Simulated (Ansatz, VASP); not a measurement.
# Two plane-wave programs on BAs

The input POSCAR:

```
BAs
1.0
    2.9251576732      0.0000000000      0.0000000000
    0.0000000000      2.9251576732      0.0000000000
    0.0000000000      0.0000000000      2.9251576732
B As
1 1
Direct
    0.0000000000      0.0000000000      0.0000000000
    0.5000000000      0.5000000000      0.5000000000
```

INCAR.step1

```
PREC = Accurate
ENCUT = 520
ISMEAR = 1
SIGMA = 0.001
LREAL = F
LASPH = T
NELM = 60
NBANDS = 11
GGA = PE
ALGO = Normal
EDIFF = 1E-4
LWAVE = T
LCHARG = F
```

INCAR.step2

```
PREC = Accurate
ENCUT = 520
EDIFF = 1E-6
ISMEAR = 1
SIGMA = 0.001
LREAL = F
LASPH = T
NELM = 60
ALGO = Normal
ISIF = 2
LWAVE = F
LCHARG = F
METAGGA = R2SCAN
LMIXTAU = T
NBANDS = 11
ISTART = 1
```

File KPOINTS:

```
regular mesh
0
Gamma
  6 6 6
```

Input for Ansatz:

```yaml
crystal:
  lattice:
    - [2.9251576732, 0.0, 0.0]
    - [0.0, 2.9251576732, 0.0]
    - [0.0, 0.0, 2.9251576732]
  atoms:
    - { symbol: B, position: [0.0, 0.0, 0.0] }
    - { symbol: As, position: [0.5, 0.5, 0.5] }
kpoints:
  mp_grid: { grid: [6, 6, 6] }
hamiltonian:
  xc: r2scan
scf:
  occupations: { method: methfessel_paxton, width: 0.001 }
  n_extra_bands: 4
output:
  forces: true
  stress: true
  eigenvalues: true
```

Alike in both runs: task single point; functional r2SCAN; k mesh 6 × 6 × 6; occupations methfessel-paxton of order 1, width 0.001 eV; no spin polarisation.

|  | VASP | Ansatz |
| --- | --- | --- |
| version | VASP 6.6.1 | Ansatz 0.2.0 |
| potentials or method | VASP PAW PBE potentials, release 64 (B, As) | plane waves |
| plane-wave cutoff (eV) | 520 | 500 |
| valence electrons in the cell | 8 | 18 |

```csv
,VASP,Ansatz,Ansatz less VASP
pressure (GPa),2.0,2.0,-0.04
```

The functional is the same, so the differences come from potentials, cutoffs and numerics. The two sets of potentials don't hold the same shells in valence.

Caveats: the PAW data sets were made with another functional, which shifts forces and pressure a little (VASP).
